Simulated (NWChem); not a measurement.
**C3H6O (acetone) at PBE0/SBKJC-VDZ (core potential)**

Aim: the vertical ionisation energy of C3H6O (acetone) at PBE0/SBKJC-VDZ (core potential), from 2 runs. 

The calculation is run with NWChem 7.3.0.

### 1 The molecule

C3H6O: 10 atoms, total charge 0, spin state singlet. SMILES: `CC(C)=O`. The shape is that of a PBE0-D4/def2-TZVP optimisation.

Bond lengths: C1–C2 1.506 Å, C2–C3 1.506 Å, C2–O4 1.206 Å, C1–H5 1.093 Å, C1–H6 1.094 Å, C1–H7 1.088 Å, C3–H8 1.094 Å, C3–H9 1.088 Å, C3–H10 1.093 Å. Some angles: C1–C2–C3 116.4°, C1–C2–O4 121.8°, C3–C2–O4 121.8°, C2–C1–H5 110.6°, C2–C1–H6 109.7°, C2–C1–H7 110.1°, C2–C3–H8 109.7°, C2–C3–H9 110.1°, C2–C3–H10 110.6°, H5–C1–H6 106.8°.

### 2 A single-point energy at PBE0/SBKJC-VDZ (core potential)

nw.nw reads:

```
start nw
memory stack 880 mb heap 220 mb global 1100 mb
charge 0

geometry units angstrom noautosym nocenter noautoz
C     -0.763500     0.843700    -0.605500
C      0.498000     0.046700    -0.400600
C      0.525100    -0.866200     0.797100
O      1.435000     0.134800    -1.154100
H     -1.637300     0.186500    -0.611300
H     -0.898500     1.540800     0.227000
H     -0.707800     1.399400    -1.539600
H     -0.233900    -1.646100     0.683600
H      1.506700    -1.325600     0.895800
H      0.276100    -0.314000     1.707400
end

basis "ao basis" spherical bse
* library SBKJC-VDZ
end

ecp bse
C library SBKJC-VDZ
O library SBKJC-VDZ
end

dft
xc pbe0
grid fine
convergence energy 1e-08
iterations 100
mulliken
print low
end

task dft energy
```

Started as:

```sh
$ nwchem nw.nw > nw.out
```

What it wrote:

```text
[...]
 d= 0,ls=0.0,diis     1    -36.3250864976 -1.04D+02  1.59D-01  7.45D-01     1.4
[...]
 d= 0,ls=0.0,diis    10    -36.4373955566 -1.33D-09  7.55D-07  7.06D-11     9.3
         Total DFT energy =      -36.437395556586
      One electron energy =     -188.808961150085
           Coulomb energy =       95.825684081394
    Exchange-Corr. energy =      -10.852268637689
 Nuclear repulsion energy =       67.398150149794
[...]
      Total Density - Mulliken Population Analysis
     ---------------------------------------------
    Atom       Charge   Shell Charges
 -----------   ------   -------------------------------------------------------
    1 C    4     4.36   1.14  2.75 -0.09  0.56
    2 C    4     4.23   1.13  2.44  0.11  0.54
    3 C    4     4.36   1.14  2.75 -0.09  0.56
    4 O    6     6.03   1.42  3.53  0.28  0.79
    5 H    1     0.85   0.45  0.40
    6 H    1     0.85   0.45  0.41
    7 H    1     0.81   0.45  0.35
    8 H    1     0.85   0.45  0.41
    9 H    1     0.81   0.45  0.35
   10 H    1     0.85   0.45  0.40
[...]
```

It took 9.9 s on 1 thread of Intel Xeon Platinum 8259CL at 2.50GHz (Skylake/Cascade Lake), shared host; peak memory 0.12 GiB.

### 3 The doublet cation, same level

mymol.nw reads:

```
START mymol
TITLE "C3H6O"
memory 2200 mb
charge 1

GEOMETRY noautosym nocenter noautoz
   C       -0.763500       0.843700      -0.605500
   C        0.498000       0.046700      -0.400600
   C        0.525100      -0.866200       0.797100
   O        1.435000       0.134800      -1.154100
   H       -1.637300       0.186500      -0.611300
   H       -0.898500       1.540800       0.227000
   H       -0.707800       1.399400      -1.539600
   H       -0.233900      -1.646100       0.683600
   H        1.506700      -1.325600       0.895800
   H        0.276100      -0.314000       1.707400
END

BASIS spherical bse
   * library SBKJC-VDZ
END

ECP bse
   C library SBKJC-VDZ
   O library SBKJC-VDZ
END

DFT
   xc pbe0
   mult 2
   grid fine
   convergence energy 1e-08
   iterations 100
   mulliken
   noprint "final vectors analysis"
END

TASK dft energy
```

Started as:

```sh
$ nwchem mymol.nw > mymol.out
```

What it wrote:

```text
[...]
          Wavefunction type:  spin polarized.
          No. of atoms     :    10
          No. of electrons :    23
[...]
          Charge           :     1
          Spin multiplicity:     2
[...]
          AO basis - number of functions:    44
[...]
              XC Information
              --------------
                         PBE0 Method XC Functional
                     Hartree-Fock (Exact) Exchange  0.250
          PerdewBurkeErnzerhof Exchange Functional  0.750
            Perdew 1991 LDA Correlation Functional  1.000 local
           PerdewBurkeErnz. Correlation Functional  1.000 non-local
[...]
 d= 0,ls=0.0,diis     1    -35.9542446642 -1.03D+02  4.16D-02  1.71D-01     1.9
[...]
 d= 0,ls=0.0,diis    12    -36.0878463400 -4.15D-09  1.70D-06  1.65D-09    18.3
[...]
         Total DFT energy =      -36.087846339979
      One electron energy =     -182.198887684696
           Coulomb energy =       89.191846511294
    Exchange-Corr. energy =      -10.478955316371
 Nuclear repulsion energy =       67.398150149794
[...]
      Total Density - Mulliken Population Analysis
     ---------------------------------------------
    Atom       Charge   Shell Charges
 -----------   ------   -------------------------------------------------------
    1 C    4     4.32   1.15  2.76  0.05  0.37
    2 C    4     4.12   1.16  2.42  0.09  0.45
    3 C    4     4.32   1.15  2.76  0.05  0.37
    4 O    6     5.70   1.47  3.39  0.32  0.52
    5 H    1     0.76   0.43  0.32
    6 H    1     0.76   0.43  0.32
    7 H    1     0.75   0.44  0.31
    8 H    1     0.76   0.43  0.32
    9 H    1     0.75   0.44  0.31
   10 H    1     0.76   0.43  0.32
[...]
      <S2> =      0.7572 (Exact =     0.7500)
[...]
```

Wall time 19 s (1 thread of Intel Xeon Platinum 8259CL at 2.50GHz (Skylake/Cascade Lake), shared host); peak memory 0.12 GiB.

### 4 Summary of results

Level: PBE0/SBKJC-VDZ (core potential).

| quantity | value |
| --- | --- |
| singlet C3H6O: total energy | -36.43740 Eh |
| doublet cation: total energy | -36.08785 Eh |
| doublet cation: ⟨S²⟩ | 0.757 |
| vertical ionisation energy (to the doublet cation) | 9.512 eV |

**Reading.** The vertical ionisation energy comes to 9.51 eV (918 kJ/mol). Mulliken charges (singlet C3H6O) run from -0.36 on C1 to +0.19 on H7; they depend strongly on the basis.
